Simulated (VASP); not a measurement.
# BP (F-43m) in VASP: a series of runs, part 2 of 4

VASP 6.6.1. The steps go on from the part before.

### Step 3. G0W0 quasiparticle levels, PBE

File POSCAR:

```
BP
1.0
    0.0000000000      2.2690000000      2.2690000000
    2.2690000000      0.0000000000      2.2690000000
    2.2690000000      2.2690000000      0.0000000000
P B
1 1
Direct
    0.7500000000      0.7500000000      0.7500000000
    0.0000000000      0.0000000000      0.0000000000
```

File INCAR.step1:

```
SYSTEM = BP
PREC     = Accurate       ! precision mode
ENCUT    = 450            ! plane-wave cutoff, eV
EDIFF    = 1E-8           ! SCF threshold, eV
ISMEAR   = 0              ! smearing method
SIGMA    = 0.01           ! smearing width, eV
LREAL    = .FALSE.        ! projectors in reciprocal space
LASPH    = .TRUE.         ! aspherical terms in the spheres
NELM     = 100            ! most SCF steps
ALGO     = Normal         ! electronic algorithm
LWAVE    = .TRUE.         ! write WAVECAR
LCHARG   = .FALSE.        ! write CHGCAR
GGA      = PE             ! functional
```

File INCAR.step2:

```
SYSTEM = BP
PREC     = Accurate       ! precision mode
ENCUT    = 450            ! plane-wave cutoff, eV
EDIFF    = 1E-8           ! SCF threshold, eV
ISMEAR   = 0              ! smearing method
SIGMA    = 0.01           ! smearing width, eV
LREAL    = .FALSE.        ! projectors in reciprocal space
LASPH    = .TRUE.         ! aspherical terms in the spheres
NELM     = 1              ! most SCF steps
ALGO     = Exact          ! electronic algorithm
LWAVE    = .TRUE.         ! write WAVECAR
LCHARG   = .FALSE.        ! write CHGCAR
GGA      = PE             ! functional
NBANDS   = 16             ! bands
LOPTICS  = .TRUE.         ! frequency-dependent dielectric function
ISTART   = 1
```

File INCAR.step3:

```
SYSTEM = BP
PREC     = Accurate       ! precision mode
ENCUT    = 450            ! plane-wave cutoff, eV
EDIFF    = 1E-8           ! SCF threshold, eV
ISMEAR   = 0              ! smearing method
SIGMA    = 0.01           ! smearing width, eV
LREAL    = .FALSE.        ! projectors in reciprocal space
LASPH    = .TRUE.         ! aspherical terms in the spheres
ALGO     = EVGW0          ! electronic algorithm
LWAVE    = .FALSE.        ! write WAVECAR
LCHARG   = .FALSE.        ! write CHGCAR
GGA      = PE             ! functional
NELMGW   = 1            
NBANDS   = 16             ! bands
ENCUTGW  = 100            ! cutoff of the response function
NOMEGA   = 48             ! frequency points
PRECFOCK = Fast         
ISTART   = 1            
NBANDSGW = 12
```

File KPOINTS:

```
regular mesh
0
G
  3 3 3
  0 0 0
```

Potentials or basis: VASP PAW PBE potentials, release 64 (P_GW, B_GW).

Started as:

```
$ cat potpaw_PBE.64/P_GW/POTCAR potpaw_PBE.64/B_GW/POTCAR > POTCAR
$ cp INCAR.step1 INCAR
$ mpirun -np 1 vasp_std > vasp.out
$ cp INCAR.step2 INCAR
$ mpirun -np 1 vasp_std > vasp.out
$ cp INCAR.step3 INCAR
$ mpirun -np 1 vasp_std > vasp.out
```

OUTCAR:

```text
SYSTEM = BP
   PREC = Accurate
   ENCUT = 450
   EDIFF = 1E-8
   ISMEAR = 0
   LREAL = .FALSE.
   LASPH = .TRUE.
   GGA = PE
   NELMGW = 1
   ENCUTGW = 100
   PRECFOCK = Fast
   ISTART = 1

 Found      4 irreducible k-points:

 Following reciprocal coordinates:
            Coordinates               Weight
  0.000000  0.000000  0.000000      1.000000
  0.333333  0.000000  0.000000      8.000000
  0.333333  0.333333  0.000000      6.000000
 -0.333333  0.333333  0.000000     12.000000
   k-points           NKPTS =      4   k-points in BZ     NKDIM =     27   number of bands    NBANDS=     16
   number of dos      NEDOS =    301   number of ions     NIONS =      2
   total plane-waves  NPLWV =  13824
   dimension x,y,z NGX =    24 NGY =   24 NGZ =   24
   dimension x,y,z NGXF=    48 NGYF=   48 NGZF=   48
   ions per type =               1   1
   NGX,Y,Z   is equivalent  to a cutoff of  12.43, 12.43, 12.43 a.u.
   NGXF,Y,Z  is equivalent  to a cutoff of  24.87, 24.87, 24.87 a.u.
 SYSTEM =  BP
   PREC   = accura    normal or accurate (medium, high low for compatibility)
   ISTART =      1    job   : 0-new  1-cont  2-samecut
   ICHARG =      0    charge: 1-file 2-atom 10-const
   ISPIN  =      1    spin polarized calculation?
   LNONCOLLINEAR =      F non collinear calculations
   LSORBIT =      F    spin-orbit coupling
   LASPH  =      T    aspherical Exc in radial PAW
   ENCUT  =  450.0 eV  33.07 Ry    5.75 a.u.   5.55  5.55  5.55*2*pi/ulx,y,z
   NELM   =     60;   NELMIN=  2; NELMDL=  0     # of ELM steps
   EDIFF  = 0.1E-07   stopping-criterion for ELM
   LREAL  =      F    real-space projection
   EDIFFG = 0.1E-06   stopping-criterion for IOM
   NSW    =      0    number of steps for IOM
   IBRION =     -1    ionic relax: 0-MD 1-quasi-New 2-CG
   NFREE  =      0    steps in history (QN), initial steepest desc. (CG)
   ISIF   =      0    stress and relaxation
   ISYM   =      3    0-nonsym 1-usesym 2-fastsym
   POTIM  = 0.5000    time-step for ionic-motion
   TEBEG  =    0.0;   TEEND  =   0.0 temperature during run
   PSTRESS=    0.0 pullay stress
   NELECT =       8.0000    total number of electrons
   NUPDOWN=      -1.0000    fix difference up-down
   EMIN   =  10.00;   EMAX   =-10.00  energy-range for DOS
   EFERMI =   0.00;   METHOD = LEGACY
   ISMEAR =     0;   SIGMA  =   0.01  broadening in eV -4-tet -1-fermi 0-gaus
   EFERMI_NEDOS =   21; number of points for ismear=-14 and -15
   IALGO  =     38    algorithm
   IMIX   =      4    mixing-type and parameters
     AMIX     =   0.40;   BMIX     =  1.00
     AMIX_MAG =   1.60;   BMIX_MAG =  1.00
  volume/ion in A,a.u.               =      11.68        78.83
  Fermi-wavevector in a.u.,A,eV,Ry     =   1.145320  2.164342 17.847562  1.311759
  Thomas-Fermi vector in A             =   2.282009
   LORBIT       =      0    0 simple, 1 ext, 2 COOP (PROOUT), +10 PAW based schemes
   GGA     = PE    functional components
   LHFCALC =     T    Hartree Fock is set to
   PRECFOCK=fast      Normal, Fast or Accurate (Low or Medium for compatibility)
   ENCUT4O =  -1.0   cutoff for four orbital integrals eV
   NKREDX  =     1    reduce k-point grid by
   NKREDY  =     1    reduce k-point grid by
   NKREDZ  =     1    reduce k-point grid by
   AEXX    =    1.0000 exact exchange contribution
   HFSCREEN=    0.0000 screening length (either q_TF or 0.3 A-1)
   HFSCREENC=   0.0000 screening length for correlation (either q_TF or 0.3 A-1)
   ENCUTFOCK=  -1.0 apply spherical cutoff to Coloumb kernel
   IVDW    =     0    specifies the selected vdW correction
   LEPSILON=     F    determine dielectric tensor
   LRPA    =     F    only Hartree local field effects (RPA)
   LRPAFORCE           =     F    calculate RPA forces
   ENCUTGW             = 100.0    cutoff for response function in eV
   ENCUTGWSOFT         =  80.0    soft cutoff for Coulomb kernel in GW response function in eV
   ENCUTLF             =  -1.0    cutoff for local field effects
   NELMGW              =     1    number of iterations in solving QP/BSE equation
   NELMHF              =     1    number of iterations in the inner HF iteration
   NKREDLFX            =     1    NKREDLFY  =   1   NKREDLFZ  =   1
 non-spin polarized calculation
 Gauss-broadening in eV      SIGMA  =   0.01
  energy-cutoff  :      450.00
  volume of cell :       23.36
 maximum number of plane-waves:       531
 NGX is ok and might be reduce to    24
  NGX = 14; NGY = 14; NGZ = 14
   NGX = 11   NGY = 11   NGZ = 11
 maximum number of plane-waves:        59
 NGX is ok and might be reduce to    14

 QP shifts <psi_nk| G(iteration)W_0 |psi_nk>: iteration 1
 for sc-GW calculations column KS-energies equals QP-energies in previous step
 and V_xc(KS)=  KS-energies - (<T + V_ion + V_H > + <T+V_H+V_ion>^1  + <V_x>^1)

 k-point   1 :       0.0000    0.0000    0.0000
  band No.  KS-energies  QP-energies   sigma(KS)   V_xc(KS)     V^pw_x(r,r')   Z            occupation Imag(sigma)

      1      -8.2562      -8.5453     -12.4393     -12.0443     -20.4104       0.7318       2.0000       1.6138
      2       7.2423       7.5771     -12.9103     -13.3323     -15.6940       0.7932       2.0000       0.0828
      3       7.2423       7.5771     -12.9103     -13.3323     -15.6940       0.7932       2.0000       0.0828
      4       7.2423       7.5771     -12.9103     -13.3323     -15.6940       0.7932       2.0000       0.0828
      5      10.5996      11.7702     -10.5721     -12.0587      -6.6990       0.7874       0.0000      -0.1030
      6      10.5996      11.7702     -10.5721     -12.0587      -6.6990       0.7874       0.0000      -0.1030
      7      10.5996      11.7702     -10.5721     -12.0587      -6.6990       0.7874       0.0000      -0.1030
      8      14.6211      15.8569     -11.1505     -12.7388      -5.8616       0.7781       0.0000      -0.2661
      9      18.7364      19.4987      -8.3863      -9.3455      -3.2088       0.7948       0.0000      -0.4107
     10      19.2001      20.8479      -9.6397     -11.7529      -4.8887       0.7797       0.0000      -0.2791
     11      19.2001      20.8479      -9.6397     -11.7529      -4.8887       0.7797       0.0000      -0.2791
     12      22.8563      24.1429      -8.2641      -9.8669      -2.7229       0.8027       0.0000      -0.7967

 k-point   2 :       0.3333    0.0000    0.0000
  band No.  KS-energies  QP-energies   sigma(KS)   V_xc(KS)     V^pw_x(r,r')   Z            occupation Imag(sigma)

      1      -6.3381      -6.5981     -12.6094     -12.2494     -19.8743       0.7222       2.0000       1.1969
      2       0.4812       0.3612     -12.3514     -12.1915     -16.7983       0.7511       2.0000       0.3057
      3       5.7643       5.9875     -12.7717     -13.0562     -15.8315       0.7844       2.0000       0.1048
      4       5.7643       5.9875     -12.7717     -13.0562     -15.8315       0.7844       2.0000       0.1048
      5      11.1127      12.1826     -10.7267     -12.0845      -6.5521       0.7880       0.0000      -0.1206
      6      12.0497      13.2836     -10.2714     -11.8323      -6.1150       0.7906       0.0000      -0.1317
      7      12.0497      13.2836     -10.2714     -11.8323      -6.1150       0.7906       0.0000      -0.1317
      8      17.3386      18.4541      -9.5177     -10.9706      -3.9912       0.7678       0.0000      -0.3718
      9      19.0046      20.4790      -9.5733     -11.4359      -4.5850       0.7916       0.0000      -0.3902
     10      19.0046      20.4790      -9.5733     -11.4359      -4.5850       0.7916       0.0000      -0.3902
     11      20.6568      21.7602      -9.0966     -10.5014      -3.6857       0.7854       0.0000      -0.5008
     12      24.9945      26.5088      -9.3302     -11.2976      -3.3551       0.7697       0.0000      -0.8267

 k-point   3 :       0.3333    0.3333    0.0000
  band No.  KS-energies  QP-energies   sigma(KS)   V_xc(KS)     V^pw_x(r,r')   Z            occupation Imag(sigma)

      1      -5.6621      -5.9386     -12.6574     -12.2893     -19.6316       0.7509       2.0000       1.0883
      2       1.6264       1.5628     -12.9836     -12.9007     -17.2483       0.7667       2.0000       0.2687
      3       3.7285       3.7880     -12.4944     -12.5712     -16.0353       0.7754       2.0000       0.1360
      4       3.7285       3.7880     -12.4944     -12.5712     -16.0353       0.7754       2.0000       0.1360
      5       8.5793       9.4505      -9.9690     -11.0563      -6.2808       0.8012       0.0000      -0.0830
      6      10.4955      11.3606      -9.3781     -10.4579      -5.2513       0.8011       0.0000      -0.1061
      7      16.8164      18.4128     -10.7144     -12.7487      -5.5689       0.7847       0.0000      -0.3385
      8      16.8164      18.4128     -10.7144     -12.7487      -5.5689       0.7847       0.0000      -0.3385
      9      20.8930      22.4882     -10.5755     -12.6458      -4.7080       0.7706       0.0000      -0.5923
     10      21.8821      23.7158      -9.5930     -11.9044      -4.3625       0.7934       0.0000      -0.5638
     11      24.4353      25.9057      -9.3365     -11.2334      -3.5072       0.7752       0.0000      -0.7581
     12      26.9735      28.8307      -9.6594     -12.0371      -3.5594       0.7811       0.0000      -1.1737

 k-point   4 :      -0.3333    0.3333    0.0000
  band No.  KS-energies  QP-energies   sigma(KS)   V_xc(KS)     V^pw_x(r,r')   Z            occupation Imag(sigma)

      1      -3.8247      -3.9854     -12.9296     -12.7142     -19.3027       0.7456       2.0000       0.7862
      2      -0.6121      -0.8213     -12.7907     -12.5124     -17.8964       0.7517       2.0000       0.4358
      3       0.8718       0.7340     -11.8109     -11.6314     -15.7545       0.7672       2.0000       0.2433
      4       4.1665       4.2556     -12.5802     -12.6946     -16.0028       0.7788       2.0000       0.1278
      5       9.8351      10.7502      -9.7664     -10.9091      -5.8143       0.8009       0.0000      -0.0977
      6      15.4335      16.6994      -9.9821     -11.5956      -5.2861       0.7846       0.0000      -0.2330
      7      15.7422      17.2532     -10.4075     -12.3392      -5.3371       0.7822       0.0000      -0.3026
      8      16.9753      18.3954     -10.6403     -12.4877      -5.3046       0.7687       0.0000      -0.3454
      9      17.6280      19.0617     -10.2941     -12.1376      -5.1107       0.7777       0.0000      -0.3405
     10      18.8698      20.3386      -9.5336     -11.3649      -4.7725       0.8021       0.0000      -0.3625
     11      25.9044      27.6134      -9.8395     -12.0791      -3.4867       0.7631       0.0000      -0.9571
     12      27.2862      28.7818      -8.2694     -10.1504      -2.6179       0.7951       0.0000      -1.0023
```

It used 7.2 s of CPU time on 1 thread of Intel(R) Xeon(R) Platinum 8559C (Emerald Rapids), on a shared host, which was overloaded at the time.

The run converged, but some of its settings lie outside the range that counts as converged, so its numbers aren't taken as properties of the crystal.

What came out:

| Item | Value |
| --- | --- |
| Band gap on the k mesh, mean-field level | 1.34 eV, indirect (least direct gap 3.36 eV) |
| Quasiparticle gap | 1.87 eV |
| Least direct quasiparticle gap | 4.19 eV |

Caveat: the k mesh is coarse (spacing up to 0.80 Å⁻¹), so the values aren't converged; bands, screening cutoff and mesh are small and nothing is extrapolated, so the quasiparticle values aren't converged; an odd mesh through Γ misses points on the zone boundary, where band edges often lie.

(Continued in part 3 of 4.)
